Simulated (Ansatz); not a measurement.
Independent-particle absorption of ZrO$_{2}$ (Fm-3m, a = 5.089 Å, b = 5.089 Å, c = 5.089 Å, α = 90.00°, β = 90.00°, γ = 90.00°), no local fields or excitons, 0.1 eV broadening. The calculation used DFT r2SCAN, scalar-relativistic, plane waves, PAW in Ansatz 0.2.0.

Settings: cutoff 500 eV, Γ-centred mesh 8×8×8 on the computed 3-atom cell, Gaussian smearing of 0.02 eV; no spin polarisation. The spectrum is summed on a 12×12×12 mesh.

```
CELL_PARAMETERS angstrom
0.00000 2.54472 2.54472
2.54472 0.00000 2.54472
2.54472 2.54472 0.00000
ATOMIC_POSITIONS crystal
Zr 0.00000 0.00000 0.00000
O 0.25000 0.25000 0.25000
O 0.75000 0.75000 0.75000
```

(photon energy (eV), ε2,xx): (0.0, 0.00), (0.4, 0.00), (0.8, 0.00), (1.2, 0.00), (1.6, 0.00), (2.0, 0.00), (2.4, 0.00), (2.8, 0.00), (3.2, 0.00), (3.6, 0.00), (4.0, 0.00), (4.4, 0.31), (4.8, 3.13), (5.2, 3.22), (5.6, 3.68), (6.0, 4.20), (6.4, 4.46), (6.8, 5.25), (7.2, 5.30), (7.6, 7.99), (8.0, 9.73), (8.4, 11.29), (8.8, 11.04), (9.2, 11.34), (9.6, 5.91), (10.0, 4.59), (10.4, 4.25), (10.8, 3.43), (11.2, 4.20), (11.6, 3.03), (12.0, 2.09), (12.4, 1.49), (12.8, 1.33), (13.2, 0.69), (13.6, 0.33), (14.0, 0.28)

The strongest peak lies near 8.6 eV. ε∞ (xx, yy, zz) = 5.3, 5.3, 5.3.

This fluorite-type form isn't the usual stable structure of the compound.

Cost: 1 run of about 0.43 core-minutes, on Intel Xeon Platinum 8375C (Ice Lake) (shared hosts).